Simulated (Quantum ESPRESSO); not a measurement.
**BaS under changes of volume**

One of the cells (32.576 Å³/atom); the others are scaled copies at fixed shape and fractional positions:

```
CELL_PARAMETERS angstrom
0.00000 3.19375 3.19375
3.19375 0.00000 3.19375
3.19375 3.19375 0.00000
ATOMIC_POSITIONS crystal
Ba 0.00000 0.00000 0.00000
S 0.50000 0.50000 0.50000
```

| Item | Value |
| --- | --- |
| Program | Quantum ESPRESSO 7.5 |
| Functional | LDA |
| Potentials or basis | PseudoDojo 0.4.1 SR LDA standard |
| Cutoff | 735 eV |
| Density cutoff | 2939 eV |
| k mesh | 7 × 7 × 7 |
| Occupations | fermi-dirac, width 0.05 eV |
| Spin | no spin polarisation |

```tsv
volume (Å³/atom)	energy over the lowest point (meV/atom)	pressure (GPa)	gap on the mesh (eV)
30.622	?	?	?
31.273	0.00	-0.4	1.94
31.925	3.53	-1.3	1.97
32.576	10.74	-2.2	2.01
33.228	21.23	-3.0	2.04
33.879	34.64	-3.6	2.07
34.531	50.65	-4.2	2.09
```

Question: What does the run at 30.622 Å³/atom give?

Answer: Energy over the lowest point 0.60 meV/atom; pressure 0.7 GPa; gap on the mesh 1.90 eV.

Worked out: A Birch-Murnaghan fit of order 3 (a polynomial in V^(-2/3)) to the other rows has its minimum at 31.04 Å³/atom, just outside them, with B0 = V·E''(V) = 51 GPa and B' = 4.6. It gives 0.61 meV/atom at 30.622 Å³/atom, against the run's 0.60, and -dE/dV = 0.7 GPa, against 0.7. A straight line through the other rows of the gap, of slope 1.56 eV per unit of ln V, extrapolates to 1.91 eV, against the run's 1.90.

Energies are extrapolated to zero smearing.

Caveats: this release of the barium file is off; spin-orbit coupling is left out, which moves the levels of the heavy elements; an odd mesh through Γ misses points on the zone boundary, where band edges often lie.
